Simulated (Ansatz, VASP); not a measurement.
BaTiO3: VASP beside Ansatz

```xyz
5
Lattice="2.8274 1.6324 2.3184 -2.8274 1.6324 2.3184 0.0000 -3.2648 2.3184" Properties=species:S:1:pos:R:3 pbc="T T T"
Ba    0.0000    0.0000    0.0000
Ti    0.0000    0.0000    3.3698
O     1.3885   -0.8017    2.3988
O    -1.3885   -0.8017    2.3988
O     0.0000    1.6033    2.3988
```

Alike in both runs: functional PBE; k mesh 7 × 7 × 7; occupations gaussian, width 0.02 eV; no spin polarisation.

|  | VASP | Ansatz |
| --- | --- | --- |
| version | VASP 6.6.1 | Ansatz 0.2.0 |
| potentials or method | VASP PAW PBE potentials, release 64 (Ba_sv, Ti_sv, O) | Ansatz PAW |
| plane-wave cutoff (eV) | 520 | 420 |
| valence electrons in the cell | 40 | 40 |
| task | electric field gradients | single point |

VASP gave:

```
gap on the k mesh at the Fermi level (eV)       : 2.44
least direct gap on the mesh (eV)               : 2.78
pressure (GPa)                                  : 6.8
largest component of the traceless stress (GPa) : 0.17
rms of the force components (eV/Å)              : 0.095
```

Task: Estimate Ansatz's values.

Result: gap on the k mesh at the Fermi level (eV): 2.50; least direct gap on the mesh (eV): 2.79; pressure (GPa): 5.0; largest component of the traceless stress (GPa): 0.12; rms of the force components (eV/Å): 0.074.

Atom by atom the forces differ by 0.028 eV/Å (rms over components).

Caveats: spin-orbit coupling is left out, which moves the levels of the heavy elements; an odd mesh through Γ misses points on the zone boundary, where band edges often lie (VASP); odd divisions of the mesh miss points on the zone boundary, where band edges often lie, so the gap on the mesh can be too wide (Ansatz); the pressure holds a Pulay correction of +0.5 GPa for the finite cutoff (Ansatz). Expect the measured gap to be larger: semilocal functionals such as PBE lack the derivative discontinuity.
